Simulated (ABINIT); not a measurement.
Moving the functional in BP

```yaml
crystal:
  lattice:
    - [0.00000, 2.26900, 2.26900]
    - [2.26900, 0.00000, 2.26900]
    - [2.26900, 2.26900, 0.00000]
  atoms:
    - { symbol: P, position: [0.75000, 0.75000, 0.75000] }
    - { symbol: B, position: [0.00000, 0.00000, 0.00000] }
```

Kept alike: task single point; k mesh 6 × 6 × 6; occupations fixed; no spin polarisation. Program: ABINIT, SG15 NC PBE v1.2, cutoff 599 eV. The mesh is that of the run's cell of 2 atoms. No spin-orbit coupling.

```csv
functional,band gap (eV),pressure (GPa)
PBE,1.373,0.23
PBE0,2.820,-2.58
```

Pressure is positive in compression; the values hold the error of the finite cutoff, so their zero can differ a little from the energy's minimum. Runs of this series that gave no sound value for these columns are left out. A gap read on the mesh alone can miss an edge between its points. All rows use potentials made for PBE.

The band gap runs from 1.373 (PBE) to 2.820 eV (PBE0). The pressure runs from -2.58 (PBE0) to 0.23 GPa (PBE).
